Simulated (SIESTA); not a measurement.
W:

```
W
1.0
    -1.58234    1.58234    1.58234
     1.58234   -1.58234    1.58234
     1.58234    1.58234   -1.58234
W
1
Direct
  0.00000 0.00000 0.00000
```

* Program: SIESTA 5.4.2
* Task: single point
* Functional: PBE
* Potentials or basis: PseudoDojo 0.4 standard (PBE files)
* Basis: DZP (energy shift 0.002 Ry)
* Grid cutoff: 800 Ry
* Energy shift: 0.002 Ry
* k mesh: 12 × 12 × 12
* Occupations: fermi-dirac, width 0.05 eV
* Spin: no spin polarisation

On this cell: pressure 10.3 GPa; band gap on the k mesh none (metal or under the smearing width).

The same run follows on a disturbed copy (cell strained at random at fixed volume):

```
W
1.0
    -1.54480    1.61508    1.63102
     1.57115   -1.54525    1.58754
     1.54570    1.54614   -1.56120
W
1
Direct
  0.01093 0.00770 0.02297
```

What does the disturbed cell give?

The energy (extrapolated to zero smearing) moves by +26.1 meV/atom; pressure 10.6 GPa; band gap on the k mesh none (metal or under the smearing width).

Stress tensor (GPa, compression positive):
```
16.59  0.63 -2.44
 0.63 10.52 -7.34
-2.44 -7.34  4.79
```

Caveats: semicore shells carry a single zeta, which can move pressures by several GPa and volumes by a few percent; the basis of atomic orbitals isn't converged, which shifts pressures, moduli and gaps.
